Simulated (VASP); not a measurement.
Input of a VASP 6.6.1 run:

INCAR

```
SYSTEM = Ca8H15
  ALGO = Fast
  EDIFF = 1E-6
  ENCUT = 520
  GGA = PS
  ISIF = 2
  ISMEAR = -1
  LASPH = .TRUE.
  LCHARG = .TRUE.
  LELF = .TRUE.
  LREAL = Auto
  LVHAR = .TRUE.
  LWAVE = .FALSE.
  NBANDS = 64
  NELECT = 96.0
  NELM = 100
  PREC = Accurate
  SIGMA = 0.05
```

Contents of KPOINTS:

```
k-points
0
G
  2 2 2
  0 0 0
```

The input POSCAR:

```
Ca8H15
1.0
   -6.0435000000     -3.6526200000      0.0000000000
    6.0435000000     -3.6526200000      0.0000000000
    0.0000000000      0.0000000000      6.9115200000
Ca H
8 15
Direct
    0.2304026493      0.4865621595      0.1078489247
    0.9966571085      0.2523367644      0.5848785795
    0.0374100579      0.7580189766      0.4051496632
    0.7273393167      0.4902250617      0.8705465657
    0.7435023336      0.9718964760      0.1587783874
    0.4774949059      0.7604931685      0.6389043221
    0.5313349158      0.2730739743      0.4030517166
    0.2151743040      0.0175901226      0.9029562238
    0.0185004039      0.2488966974      0.9456241174
    0.9236113782      0.8141549374      0.0460824826
    0.7897886927      0.5033652626      0.5222584902
    0.9431560519      0.9431064118      0.6542410353
    0.8869581021      0.3733153454      0.2822968030
    0.0753927630      0.6544942770      0.8108201958
    0.0561389065      0.1651816798      0.2920052318
    0.7010041899      0.1005574289      0.4605933282
    0.5953778026      0.7116018449      0.9396051809
    0.4191429760      0.2336213412      0.0947403755
    0.3425708249      1.0167000546      0.5651723499
    0.3600218623      0.4080569414      0.8019364771
    0.3823924735      0.8383203299      0.1084421372
    0.5861420900      0.0926035775      0.7733465287
    0.7275535575      0.7655116943      0.3617872769
```

Potentials or basis: VASP PAW PBE potentials, release 64 (Ca_sv, H).

The run is started by

```bash
$ cat potpaw_PBE.64/Ca_sv/POTCAR potpaw_PBE.64/H/POTCAR > POTCAR
$ mpirun -np 1 vasp_std > vasp.out
```

(1) What does it give for the largest force?

(2) Predict the band gap on the k mesh.

Results:

(1) 1.522 eV/Å.

(2) 0.22 eV, direct.

Caveat: the k mesh is coarse (spacing up to 0.50 Å⁻¹), so the values aren't converged; the cell carries a net charge on a neutralising background, which shifts energy and pressure; the cell is charged against a uniform background, so pressure and absolute levels hang on convention; the PAW data sets were made with another functional, which shifts forces and pressure a little.
